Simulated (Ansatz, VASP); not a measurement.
# TePb: programs and potentials compared

The starting cell:

```
CELL_PARAMETERS angstrom
0.00000 3.23100 3.23100
3.23100 0.00000 3.23100
3.23100 3.23100 0.00000
ATOMIC_POSITIONS crystal
Pb 0.00000 0.00000 0.00000
Te 0.50000 0.50000 0.50000
```

Alike in all runs: task relaxation of cell and atoms; functional RPBE; k mesh 7 × 7 × 7; occupations fermi-dirac, width 0.05 eV; no spin polarisation; no spin-orbit coupling.

```json
{"program and potentials": "Ansatz, Ansatz PAW", "plane-wave cutoff (eV)": "420", "notes": "potentials made for PBE, which Ansatz adapts in part; 15 valence electrons an atom on average", "equilibrium volume (Å³/atom)": "36.84"}
{"program and potentials": "VASP, PBE PAW files Pb_d, Te, 600 eV", "plane-wave cutoff (eV)": "600", "notes": "potentials made for PBE; 10 valence electrons an atom on average", "equilibrium volume (Å³/atom)": "36.79"}
{"program and potentials": "Ansatz, all-electron LAPW, scalar-relativistic", "plane-wave cutoff (eV)": "-", "notes": "-", "equilibrium volume (Å³/atom)": "36.85"}
```

The equilibrium volume spans 36.79 (VASP, PBE PAW files Pb_d, Te, 600 eV) to 36.85 Å³/atom (Ansatz, all-electron LAPW, scalar-relativistic), with all-electron results at 36.85. Some sets were made for another functional than the one run, which can shift their rows. Relaxations stop with a little pressure left, so the last digit of a volume isn't settled.

The functional is the same throughout but for its coding, so the spread measures potentials, basis and numerics; runs on potential files found faulty are left out.
